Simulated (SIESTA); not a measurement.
**AlRu in SIESTA: the effect of strain zz**

AlRu:

```
Ru Al
1.0
     2.99160    0.00000    0.00000
     0.00000    2.99160    0.00000
     0.00000    0.00000    2.87194
Ru Al
1 1
Direct
  0.50000 0.50000 0.50000
  0.00000 0.00000 0.00000
```

The cell isn't the ideal one: cell strained along z.

Alike in all runs:

- Program: SIESTA 5.4.2
- Task: band structure
- Functional: PBEsol
- Potentials or basis: PseudoDojo 0.4 standard (PBEsol files)
- Basis: DZP (energy shift 0.003 Ry; two zetas on semicore shells)
- Grid cutoff: 800 Ry
- Energy shift: 0.003 Ry
- k mesh: 9 × 9 × 9
- Occupations: fermi-dirac, width 0.05 eV
- Spin: no spin polarisation

Task: One run gave: pressure 2.8 GPa. Which strain zz did it use?
A. 0.04
B. 0.02
C. 0
D. -0.02
E. -0.04

Result: D.

| strain zz | pressure (GPa) |
| --- | --- |
| -0.04 | 8.1 |
| -0.02 | 2.8 |
| 0 | -1.7 |
| 0.02 | -5.7 |
| 0.04 | -9.2 |

Caveats: the basis of atomic orbitals isn't converged, which shifts pressures, moduli and gaps.
